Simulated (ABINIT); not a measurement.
Sb:

```xyz
1
Lattice="3.1600 0.0000 0.0000 0.0000 3.1600 0.0000 0.0000 0.0000 3.1600" Properties=species:S:1:pos:R:3 pbc="T T T"
Sb    0.0000    0.0000    0.0000
```

This isn't the form of Sb at room conditions, which is rhombohedral.

Base run:

```yaml
Program: ABINIT 10.8.3 (patched build)
Functional: SCAN
Potentials_or_basis: JTH PAW PBE v2.0
Cutoff: 517 eV
k_mesh: 8 × 8 × 8
Occupations: fermi-dirac, width 0.05 eV
Spin: no spin polarisation
```

Its results: band gap on the k mesh none (metal or under the smearing width); pressure -4.7 GPa.

Q: After a change of settings the same cell gave: band gap on the k mesh none (metal or under the smearing width); pressure 1.4 GPa. Which change was it?
A. functional from SCAN to BLYP
B. functional from SCAN to PBEsol
C. functional from SCAN to LDA
D. functional from SCAN to r2SCAN

A: A.

Caveats: the PAW data sets were made with another functional, which shifts forces and pressure a little.

Runs at the PBE level aren't shown here.
